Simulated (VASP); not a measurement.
# WS2 (Tungstenite) (P6_3/mmc) in VASP: notebook, part 2 of 2

VASP 6.6.1. Earlier steps stand in the parts before.

### 4 Optical spectrum, PBE

INCAR

```
  PREC = Accurate
  ENCUT = 520
  EDIFF = 1E-7
  ISMEAR = 0
  SIGMA = 0.03
  LREAL = F
  LASPH = T
  NELM = 80
  ALGO = Normal
  ISIF = 2
  LWAVE = F
  LCHARG = F
  GGA = PE
  LOPTICS = T
  NBANDS = 50
  NEDOS = 1000
  CSHIFT = 0.1
  KPAR = 2
```

KPOINTS

```
Automatic mesh
0
Gamma
  12 12 3
```

POSCAR

```
WS2                                     
1.0
    3.1541041060     -0.0000000000     -0.0000000000
   -1.5770520530      2.7315342820      0.0000000000
   -0.0000000000     -0.0000000000     12.1422919333
  W               S             
     2     4
Direct
     0.3333333332999970    0.6666666667000030    0.2500000000000000
     0.6666666667000030    0.3333333332999970    0.7500000000000000
     0.3333333332999970    0.6666666667000030    0.6203012366569965
     0.6666666667000030    0.3333333332999970    0.1203012366569965
     0.3333333332999970    0.6666666667000030    0.8796987633430035
     0.6666666667000030    0.3333333332999970    0.3796987633430035
```

Potentials or basis: VASP PAW PBE potentials, release 64 (W_sv, S).

Launch:

```bash
> cat potpaw_PBE.64/W_sv/POTCAR potpaw_PBE.64/S/POTCAR > POTCAR
> mpirun -np 2 vasp_std > vasp.out
```

OUTCAR:

```text
PREC = Accurate
   ENCUT = 520
   EDIFF = 1E-7
   ISMEAR = 0
   LREAL = F
   LASPH = T
   NELM = 80
   ISIF = 2
   GGA = PE

 ion  position               nearest neighbor table
   1  0.333  0.667  0.250-   4 2.41   6 2.41   4 2.41   6 2.41   4 2.41   6 2.41
   2  0.667  0.333  0.750-   3 2.41   5 2.41   3 2.41   5 2.41   3 2.41   5 2.41
   3  0.333  0.667  0.620-   2 2.41   2 2.41   2 2.41
   4  0.667  0.333  0.120-   1 2.41   1 2.41   1 2.41
   5  0.333  0.667  0.880-   2 2.41   2 2.41   2 2.41
   6  0.667  0.333  0.380-   1 2.41   1 2.41   1 2.41

  LATTYP: Found a hexagonal cell.
 ALAT       =     3.1541041060
[... 1235 lines left out ...]
     1.08397     0.00000     0.00000     0.00000     0.00000    -0.00000     0.00000
     2.16794     0.09779     0.09779     0.00000     0.00000    -0.00000     0.00000
     3.25190    19.52393    19.52393     9.90221    -0.00000     0.00000     0.00000
     4.33587    12.42679    12.42679     6.04595    -0.00000    -0.00000     0.00000
     5.41984    14.92220    14.92220    16.83110     0.00000    -0.00000     0.00000
[... 92 lines left out ...]
   106.22884     0.00000     0.00000     0.00000     0.00000    -0.00000     0.00000
   107.31280     0.00000     0.00000     0.00000     0.00000    -0.00000     0.00000

  frequency dependent      REAL DIELECTRIC FUNCTION (independent particle, no local field effects) density-density
     E(ev)        X           Y           Z          XY          YZ          ZX
  --------------------------------------------------------------------------------------------------------------
     0.00000    14.65536    14.65536     9.56934    -0.00000    -0.00000    -0.00000
     1.08397    16.17730    16.17730     9.98221    -0.00000    -0.00000    -0.00000
     2.16794    22.67866    22.67866    12.01357    -0.00000    -0.00000    -0.00000
     3.25190     8.64889     8.64889    10.91096    -0.00000    -0.00000     0.00000
     4.33587     5.81172     5.81172    13.90593     0.00000    -0.00000     0.00000
     5.41984    -0.87727    -0.87727     9.39972    -0.00000    -0.00000     0.00000
[... 92 lines left out ...]
   106.22884     0.95118     0.95118     0.95081     0.00000     0.00000     0.00000
   107.31280     0.95221     0.95221     0.95184     0.00000     0.00000     0.00000

  frequency dependent IMAGINARY DIELECTRIC FUNCTION (independent particle, no local field effects) current-current
     E(ev)      X         Y         Z        XY        YZ        ZX
  --------------------------------------------------------------------------------------------------------------
     0.00000     0.00000     0.00000     0.00000     0.00000     0.00000     0.00000
     1.08397     0.00000     0.00000     0.00000    -0.00000    -0.00000    -0.00000
     2.16794     0.09011     0.09011     0.00000     0.00000     0.00000    -0.00000
     3.25190    19.47984    19.47984     9.76386     0.00000    -0.00000     0.00000
     4.33587    12.47102    12.47102     6.10434     0.00000    -0.00000     0.00000
     5.41984    14.94447    14.94447    16.79729     0.00000     0.00000    -0.00000
[... 92 lines left out ...]
   106.22884     0.00000     0.00000     0.00000     0.00000     0.00000     0.00000
   107.31280     0.00000     0.00000     0.00000     0.00000     0.00000     0.00000

  frequency dependent      REAL DIELECTRIC FUNCTION (independent particle, no local field effects) current-current
     E(ev)        X           Y           Z          XY          YZ          ZX
  --------------------------------------------------------------------------------------------------------------
     0.00000    14.60966    14.60966     9.55709    -0.00000    -0.00000    -0.00000
     1.08397    16.09727    16.09727     9.96337    -0.00000    -0.00000    -0.00000
     2.16794    22.25908    22.25908    11.96870    -0.00000    -0.00000    -0.00000
     3.25190     7.60806     7.60806    10.54175    -0.00000    -0.00000     0.00000
     4.33587     5.18047     5.18047    13.60264     0.00000     0.00000     0.00000
     5.41984    -1.29807    -1.29807     8.87533     0.00000     0.00000     0.00000
[... 92 lines left out ...]
   106.22884     0.95119     0.95119     0.95081     0.00000     0.00000     0.00000
   107.31280     0.95222     0.95222     0.95185     0.00000     0.00000     0.00000
```

Wall time 72 s (2 MPI ranks of Intel Xeon Platinum 8559C (Emerald Rapids), shared host); peak memory 0.49 GiB.

Results:

```yaml
Free_energy: -47.1896 eV
Pressure: 4.1 GPa
Largest_force: 0.010 eV/Å
Band_gap_on_the_k_mesh: 0.91 eV, indirect (least direct gap 1.83 eV)
```

Forces in eV/Å, atoms in the order of the input:
```
W    0.000  0.000  0.000
W    0.000  0.000  0.000
S    0.000  0.000  0.010
S    0.000  0.000  0.010
S    0.000  0.000 -0.010
S    0.000  0.000 -0.010
```

Dielectric function (mean over the directions given):
```tsv
energy (eV)	real part	imaginary part
0.33	13.05	0.00
1.30	14.77	0.00
2.38	23.16	6.81
3.36	8.52	11.94
4.44	8.21	14.55
5.42	2.55	15.56
6.50	-2.55	11.02
7.48	-1.05	6.29
8.56	0.53	5.93
9.54	-1.46	6.09
10.62	-1.54	5.09
11.60	-2.60	3.90
12.68	-2.16	2.35
13.66	-1.98	1.96
14.74	-2.10	2.42
15.72	-1.79	1.11
16.80	-1.48	0.70
17.78	-1.15	0.49
18.86	-0.79	0.15
19.95	-0.48	0.05
```

Caveat: independent-particle spectra lack excitons; spin-orbit coupling is left out, which moves the levels of the heavy elements; an odd mesh through Γ misses points on the zone boundary, where band edges often lie; this functional lacks dispersion, which binds the layers, so the pressure and a relaxed spacing across them are unreliable.

### 5 Overview

| task | level | spin | k mesh | monkhorst-Pack mesh | gap on the mesh (eV) |
| --- | --- | --- | --- | --- | --- |
| band structure | TB-mBJ | SOC, no magnetisation | 9 × 9 × 2 | - | - |
| dielectric tensor | PBE | off | 15 × 15 × 3 | no | 0.95 |
| optical spectrum | PBE | off | 12 × 12 × 3 | - | 0.91 |

Alike in all rows: potentials or basis VASP PAW PBE potentials, release 64 (W_sv, S); cell as given; cutoff (eV) 520; smearing gaussian 0.03 eV.

Caveats: spin-orbit coupling is left out, which moves the levels of the heavy elements (some runs); an odd mesh through Γ misses points on the zone boundary, where band edges often lie (some runs); this functional lacks dispersion, which binds the layers, so the pressure and a relaxed spacing across them are unreliable (some runs); the PAW data sets were made with another functional, which shifts forces and pressure a little (some runs); independent-particle spectra lack excitons (some runs).

Total energies depend on the potentials used, so only differences within one code and one set of settings carry meaning.
